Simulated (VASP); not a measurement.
Set up this calculation in VASP 6.6.1, as the native input.

```
Task                   : relaxation of cell and atoms
Functional             : vdW-DF2
Potentials or basis    : VASP PAW PBE potentials, release 64 (Pb_d, Se)
Cutoff                 : 600 eV
k mesh                 : 8 × 8 × 8
Occupations            : fermi-dirac, width 0.05 eV
Spin                   : no spin polarisation
Further INCAR settings : ALGO = Normal; EDIFF = 1e-07; IBRION = 2; EDIFFG = -0.01; NSW = 60; ISIF = 3
```

The structure of PbSe (Clausthalite) lies in POSCAR:

```
PbSe
1.0
    0.0000000000      3.0606500000      3.0606500000
    3.0606500000      0.0000000000      3.0606500000
    3.0606500000      3.0606500000      0.0000000000
Pb Se
1 1
Direct
    0.0000000000      0.0000000000      0.0000000000
    0.5000000000      0.5000000000      0.5000000000
```

The input as run:

INCAR

```
SYSTEM = PbSe
  PREC = Accurate
  ENCUT = 600
  EDIFF = 1E-7
  ISMEAR = -1
  SIGMA = 0.05
  LREAL = .FALSE.
  LASPH = .TRUE.
  NELM = 80
  ALGO = Normal
  ISIF = 3
  LWAVE = .FALSE.
  LCHARG = .FALSE.
  GGA = ML
  LUSE_VDW = .TRUE.
  AGGAC = 0.0
  ZAB_VDW = -1.8867
  IBRION = 2
  NSW = 60
  EDIFFG = -0.01
```

KPOINTS

```
regular mesh
0
G
  8 8 8
  0 0 0
```

Potentials or basis: VASP PAW PBE potentials, release 64 (Pb_d, Se).

The run is started by

```console
$ cat potpaw_PBE.64/Pb_d/POTCAR potpaw_PBE.64/Se/POTCAR > POTCAR
$ mpirun -np 1 vasp_std > vasp.out
```

Results of the run:

```json
{"Relaxed volume": "32.88 Å³/atom", "Relaxed cell": "a = 4.531 Å, b = 4.531 Å, c = 4.531 Å, α = 60.00°, β = 60.00°, γ = 60.00°", "Space group after relaxing (to 0.05 Å)": "Fm-3m (No. 225)", "Energy gained by relaxing": "88.4 meV/atom", "Ionic steps": "3", "Pressure after relaxing": "0.0 GPa", "Band gap on the k mesh": "0.66 eV, direct"}
```

Caveat: the PAW data sets were made with another functional, which shifts forces and pressure a little; spin-orbit coupling is left out, which as a rule narrows the gap of such compounds by several tenths of an eV; the volume moved by +15 % from the deposited cell, more than functionals usually miss.

It took 4.7 min on 1 thread of AMD EPYC 7R13 Processor (Zen 3) (shared host), peak memory 0.45 GiB.
